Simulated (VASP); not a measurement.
The system is ZnSe (Stilleite).

```xyz
2
Lattice="0.0000 2.8338 2.8338 2.8338 0.0000 2.8338 2.8338 2.8338 0.0000" Properties=species:S:1:pos:R:3 pbc="T T T"
Zn    0.0000    0.0000    0.0000
Se    1.4169    1.4169    1.4169
```

Program: VASP 6.6.1. Alike in all runs: task single point; no spin polarisation; cell as given; k mesh 7 × 7 × 7; cutoff (eV) 520; smearing fermi-dirac 0.02 eV.

Q: Order these runs on this cell by their pressure, lowest first.
A. level PBE; potentials or basis VASP PAW PBE potentials, release 64 (Zn, Se)
B. level PBEsol; potentials or basis VASP PAW PBE potentials, release 64 (Zn, Se)
C. level LDA; potentials or basis VASP PAW LDA potentials, release 64 (Zn, Se)

A: C (-3.1 GPa), B (-0.8 GPa), A (2.4 GPa).

Caveats: the PAW data sets were made with another functional, which shifts forces and pressure a little (some runs).
